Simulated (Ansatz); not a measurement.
# NbP under changes of volume

One of the cells (16.103 Å³/atom); the others are scaled copies at fixed shape and fractional positions:

```
Nb P
1.0
    -1.67492    1.67492    5.74011
     1.67492   -1.67492    5.74011
     1.67492    1.67492   -5.74011
Nb P
2 2
Direct
  0.24988 0.74988 0.50000
  0.49988 0.49988 0.00000
  0.83275 0.33275 0.50000
  0.08275 0.08275 0.00000
```

The cell is a database's computed one.

| Item | Value |
| --- | --- |
| Program | Ansatz 0.2.0 |
| Functional | PBEsol |
| Potentials or basis | all-electron LAPW, scalar-relativistic |
| Cutoff | 207 eV (chosen from the basis error) |
| Basis error allowed | 0.002 eV/atom |
| k mesh | 11 × 11 × 11 |
| Occupations | fermi-dirac, width 0.05 eV |
| Spin | no spin polarisation |

| volume (Å³/atom) | energy over the lowest point (meV/atom) | pressure (GPa) | largest force (eV/Å) |
| --- | --- | --- | --- |
| 15.137 | 7.63 | 6.2 | 0.041 |
| 15.459 | 0.00 | 1.5 | 0.033 |
| 15.781 | 1.22 | -2.6 | 0.024 |
| 16.103 | ? | ? | ? |
| 16.425 | 26.66 | -9.7 | 0.010 |
| 16.747 | 49.31 | -12.7 | 0.004 |
| 17.069 | 77.68 | -15.4 | 0.001 |

Question: What does the run at 16.103 Å³/atom give?

Answer: Energy over the lowest point 10.38 meV/atom; pressure -6.4 GPa; largest force 0.017 eV/Å.

Worked out: A Birch-Murnaghan fit of order 3 (a polynomial in V^(-2/3)) to the other rows has its minimum at 15.57 Å³/atom with B0 = V·E''(V) = 205 GPa and B' = 4.3 at fixed shape and positions, which overstates the stiffness. It gives 10.38 meV/atom at 16.103 Å³/atom, against the run's 10.38, and -dE/dV = -6.4 GPa, against -6.4.

Energies are extrapolated to zero smearing.

The runs don't all hold the same shells in valence.
